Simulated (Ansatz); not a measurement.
**Relaxation of CoSi2**

The calculation used Ansatz, DFT r2SCAN, scalar-relativistic, plane waves, PAW. Settings: 500 eV cutoff, 16×16×8 k-mesh, Gaussian smearing of 0.10 eV, collinear spin.

What was changed in FeSi2: Fe → Co on all its sites, cell and atoms relaxed.

With moments and this functional the run may sit in a state above the lowest one.

Command:

```bash
ansatz run input.yaml --threads 1 --pin off --max-ram 2560MiB --backend cpu --events-out ev --progress --plain --runs-dir out
```

Input:

```yaml
crystal:
  lattice:
    - [2.6989983684, 0.0, 0.0]
    - [0.0, 2.6989983684, 0.0]
    - [0.0, 0.0, 5.0877708624]
  atoms:
    - { symbol: Co, position: [0.0, 0.0, 0.0], spin: 0.64 }
    - { symbol: Si, position: [0.5, 0.5, 0.2720802597] }
    - { symbol: Si, position: [0.5, 0.5, 0.7279197403] }
basis:
  ecutwfc: 500
kpoints:
  mp_grid: { grid: [16, 16, 8] }
hamiltonian:
  xc: r2scan
scf:
  occupations: { method: gaussian, width: 0.1 }
output:
  forces: true
  stress: true
  eigenvalues: true
  populations: true
magnetization:
  spin_polarized: true
relax:
  adjacent_minimum: "off"
  f_tol: 0.01
  max_steps: 60
  cell: { stress_tol: 0.1 }
```

F is the free energy. Steps run on the plane waves of an earlier cell, but the last one, and at times one on the way, on a freshly chosen basis, so a repeated geometry can differ a little in energy.

Steps:

| step | F − F(1) (eV) | largest force component (eV/Å) | V (Å³/atom) | P (GPa) |
| --- | --- | --- | --- | --- |
| 1 | 0.0000 | 0.073 | 12.354 | 0.15 |
| 2 | -0.0002 | 0.024 | 12.366 | 0.02 |
| 3 | -0.0002 | 0.001 | 12.371 | -0.02 |
| 4 | -0.0002 | 0.001 | 12.371 | -0.02 |

Relaxed structure:

```xyz
3
Lattice="2.7002 0.0000 0.0000 0.0000 2.7002 0.0000 0.0000 0.0000 5.0901" Properties=species:S:1:pos:R:3 pbc="T T T"
Co    0.0000    0.0000    0.0000
Si    1.3501    1.3501    1.3821
Si    1.3501    1.3501    3.7080
```

It takes space group P4/mmm (No. 123, tetragonal). Conventional cell: a = 2.700 Å, b = 2.700 Å, c = 5.090 Å, α = 90.00°, β = 90.00°, γ = 90.00°. Around Co (site symmetry 4/mmm) lie 8 Si at 2.36 Å and 4 Co at 2.70 Å. Around Si (site symmetry 4mm) lie 1 Si at 2.33 Å and 4 Co at 2.36 Å.

The run converged. It took 3 min on 1 thread of Arm Neoverse V1, with other jobs on the host, peak memory 0.64 GiB.